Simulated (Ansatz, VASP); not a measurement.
# One calculation of Sc, two programs

```
Sc
1.0
     0.00000    2.27636    2.27636
     2.27636    0.00000    2.27636
     2.27636    2.27636    0.00000
Sc
1
Direct
  0.00000 0.00000 0.00000
```

Alike in both runs: functional PBEsol; k mesh 16 × 16 × 16; occupations gaussian, width 0.1 eV; no spin polarisation.

Ansatz relaxed the structure, and its values are those at the end. VASP's run is a single point on that final structure, the one shown.

```csv
,VASP,Ansatz
version,VASP 6.6.1,Ansatz 0.2.0
potentials or method,"VASP PAW PBE potentials, release 64 (Sc_sv)","scalar-relativistic, plane waves, PAW"
plane-wave cutoff (eV),520,420
valence electrons in the cell,11,11
```

|  | VASP | Ansatz | Ansatz less VASP |
| --- | --- | --- | --- |
| gap on the k mesh at the Fermi level (eV) | none | none | - |
| pressure (GPa) | -0.1 | 0.0 | +0.08 |

A gap of «none» marks a metal or a gap that the smearing closes. With one functional, cell and mesh, what is left measures potentials, basis and numerics.

Caveats: the PAW data sets were made with another functional, which shifts forces and pressure a little (VASP).
